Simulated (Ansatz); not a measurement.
## Guessed and relaxed cells of C

A trial structure of C was built thus: 4-connected net of one element (P-3m1, No. 164). Lengths were set from tabulated atomic sizes, so they are only a guess.

POSCAR.start

```
C
1.0
     2.48058    0.00000    0.00000
    -1.24029    2.14824    0.00000
     0.00000    0.00000   10.14614
C
10
Direct
  0.33333 0.66667 0.12481
  0.33333 0.66667 0.52516
  0.66667 0.33333 0.72516
  0.00000 0.00000 0.92499
  0.66667 0.33333 0.32486
  0.33333 0.66667 0.67514
  0.00000 0.00000 0.07501
  0.66667 0.33333 0.87519
  0.33333 0.66667 0.27484
  0.66667 0.33333 0.47484
```

These are results of DFT PBE, scalar-relativistic, plane waves, PAW (Ansatz 0.2.0), not measurements. Cutoff 420 eV, Gaussian smearing, Γ-centred meshes. Cell and atoms relax first on a coarse mesh and then on a converged one. In between, the cell is made exact in the group found at 0.06 Å. The steps can't lower the symmetry of their start. No spin polarisation.

POSCAR.end

```
C
1.0
     2.51970    0.00000    0.00000
    -1.25985    2.18212    0.00000
     0.00000    0.00000   10.36735
C
10
Direct
  0.33333 0.66667 0.12436
  0.33333 0.66667 0.52523
  0.66667 0.33333 0.72659
  0.00000 0.00000 0.92542
  0.66667 0.33333 0.32354
  0.33333 0.66667 0.67646
  0.00000 0.00000 0.07458
  0.66667 0.33333 0.87564
  0.33333 0.66667 0.27341
  0.66667 0.33333 0.47477
```

The symmetry stays P-3m1 (No. 164). The volume per atom grows by 5.4 %, from 5.4 to 5.7 Å³. The shortest distance goes from 1.52 Å (C–C) to 1.54 Å (C–C).

* Volume per atom: 5.70 Å³
* Density: 3.50 g/cm³
* Energy over the standard state: +0.145 eV/atom
* Gap on the 12×12×4 mesh of the 10-atom cell: 4.37 eV

Energies count from the standard state of C at the same level. So it is a metastable form at best.

The last run used Gaussian smearing of 0.02 eV. Kohn–Sham gaps at this level usually fall short of measured ones. The reference form of C is held partly by dispersion forces, which this level lacks. A structure relaxed within its symmetry needn't be a true minimum. In all, the 3 runs took 41 s on 1 thread of Arm Neoverse V1 (shared host).
